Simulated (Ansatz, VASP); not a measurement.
# Mo in VASP and in Ansatz

```xyz
1
Lattice="0.0000 2.0545 2.0545 2.0545 0.0000 2.0545 2.0545 2.0545 0.0000" Properties=species:S:1:pos:R:3 pbc="T T T"
Mo    0.0000    0.0000    0.0000
```

Change from the starting cell: volume scaled by 1.06, crystal datasets.

Alike in both runs: task electric field gradients; functional PBE; k mesh 17 × 17 × 17; occupations fermi-dirac, width 0.08 eV; no spin polarisation.

|  | VASP | Ansatz |
| --- | --- | --- |
| version | VASP 6.6.1 | Ansatz 0.2.0 |
| potentials or method | VASP PAW PBE potentials, release 64 (Mo_sv), cutoff 520 eV | all-electron PAW with datasets made for the crystal, scalar-relativistic |

|  | VASP | Ansatz | Ansatz less VASP |
| --- | --- | --- | --- |
| pressure (GPa) | -15.5 | -15.8 | -0.29 |
| Vzz of the field gradient on the site that differs most (V/Å²) | 0.0 | 0.0 | 0.00 |

Ansatz ran all-electron here, so the differences hold the error of VASP's frozen core and of both bases. Ansatz warned: «gradients_without_spin_orbit».

Caveats: so large a pressure means that the cell lies far from this level's equilibrium, or that cutoff or potentials fall short (VASP).
